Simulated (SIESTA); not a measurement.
**Sb under changes of volume**

One of the cells (26.737 Å³/atom); the others are scaled copies at fixed shape and fractional positions:

```
Sb
1.0
    -1.88373    1.88373    1.88373
     1.88373   -1.88373    1.88373
     1.88373    1.88373   -1.88373
Sb
1
Cartesian
  0.0000 0.0000 0.0000
```

This isn't the form of Sb at room conditions, which is rhombohedral.

```yaml
Program: SIESTA 5.4.2
Functional: PBEsol
Potentials_or_basis: PseudoDojo 0.4 standard (PBEsol files)
Basis: DZP (energy shift 0.003 Ry; two zetas on semicore shells)
Grid_cutoff: 500 Ry
Energy_shift: 0.003 Ry
k_mesh: 10 × 10 × 10
Occupations: fermi-dirac, width 0.05 eV
Spin: no spin polarisation
```

```tsv
volume (Å³/atom)	energy over the lowest point (meV/atom)	pressure (GPa)
24.640	46.97	7.2
25.165	?	?
25.689	12.37	3.5
26.737	0.00	0.4
27.262	2.72	-1.0
27.786	7.87	-2.2
```

Task: What does the run at 25.165 Å³/atom give?

Result: Energy over the lowest point 26.69 meV/atom; pressure 5.2 GPa.

Worked out: A Birch-Murnaghan fit of order 3 (a polynomial in V^(-2/3)) to the other rows has its minimum at 26.82 Å³/atom with B0 = V·E''(V) = 74 GPa and B' = 3.7. It gives 26.42 meV/atom at 25.165 Å³/atom, against the run's 26.69, and -dE/dV = 5.3 GPa, against 5.2.

Energies are extrapolated to zero smearing.

Caveats: the basis of atomic orbitals isn't converged, which shifts pressures, moduli and gaps.
